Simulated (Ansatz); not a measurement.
## LAPW volumes and bulk moduli in simple lattices

All-electron LAPW (Ansatz 0.2.0), scalar-relativistic, no spin, Fermi–Dirac smearing 0.136 eV, k-meshes of 8 to 18 points an axis; Birch–Murnaghan fits to pressures. Some or most of these lattices are hypothetical for the element, and V0 is the minimum nearest the starting volume; lattices without a usable fit are left out; mesh and smearing are coarse, and magnetic elements are treated as non-magnetic.

| element | lattice | functional | V0 (Å³/atom) | B0 (GPa) | B′ | k-points per axis |
| --- | --- | --- | --- | --- | --- | --- |
| Ni | bcc | PBE | 10.96 | 193 | 4.9 | 16 |
| Ni | bcc | PBEsol | 10.44 | 224 | 4.9 | 17 |
| Ni | diamond | LDA | 15.08 | 120 | 4.8 | 9 |
| Ni | diamond | PBE | 16.60 | 90 | 4.8 | 9 |
| Ni | diamond | PBEsol | 15.70 | 107 | 4.8 | 9 |
| Ni | fcc | LDA | 10.02 | 255 | 4.9 | 16 |
| Ni | fcc | PBE | 10.88 | 199 | 4.9 | 16 |
| Ni | sc | LDA | 11.55 | 188 | 4.8 | 14 |
| Ni | sc | PBE | 12.63 | 143 | 4.9 | 14 |
| Ni | sc | PBEsol | 11.99 | 168 | 4.8 | 14 |

Problem. Give V0 and B0 for bcc Ni in LDA.

Solution. 10.09 Å³/atom and 248.2 GPa.

Problem. Give V0 and B0 for fcc Ni in PBEsol.

Solution. 10.37 Å³/atom and 230.4 GPa.
